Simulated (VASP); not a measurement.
Set up this calculation in VASP 6.6.1, as the native input.

| Item | Value |
| --- | --- |
| Task | electron localisation function |
| Functional | PBEsol |
| Potentials or basis | VASP PAW PBE potentials, release 64 (Hf_pv, B) |
| Cutoff | 520 eV |
| k mesh | 10 × 10 × 10 |
| Occupations | gaussian, width 0.02 eV |
| Spin | no spin polarisation |
| Further INCAR settings | ALGO = Normal; EDIFF = 1e-06 |

The structure of HfB lies in POSCAR:

```
HfB
1.0
    0.0000000000      2.3100000000      2.3100000000
    2.3100000000      0.0000000000      2.3100000000
    2.3100000000      2.3100000000      0.0000000000
Hf B
1 1
Direct
    0.5000000000      0.5000000000      0.5000000000
    0.0000000000      0.0000000000      0.0000000000
```

The input as run:

INCAR

```
SYSTEM = HfB
PREC = Accurate
ENCUT = 520
EDIFF = 1E-6
ISMEAR = 0
SIGMA = 0.02
LREAL = .FALSE.
LASPH = .TRUE.
NELM = 80
ALGO = Normal
ISIF = 2
LWAVE = .FALSE.
LCHARG = .TRUE.
GGA = PS
LELF = .TRUE.
```

KPOINTS

```
regular mesh
0
G
  10 10 10
  0 0 0
```

Potentials or basis: VASP PAW PBE potentials, release 64 (Hf_pv, B).

The run is started by

```console
$ cat potpaw_PBE.64/Hf_pv/POTCAR potpaw_PBE.64/B/POTCAR > POTCAR
$ mpirun -np 1 vasp_std > vasp.out
```

It gave:

The pressure is 24.0 GPa and the band gap on the k mesh is none (metal or under the smearing width).

Caveat: so large a pressure means that the cell lies far from this level's equilibrium, or that cutoff or potentials fall short; the potentials were made for another functional, which shifts forces and pressure.

Run time: 4.3 s on 1 thread of AMD EPYC 9R45 96-Core Processor (Zen 5), with other jobs on the host, peak memory 0.12 GiB.
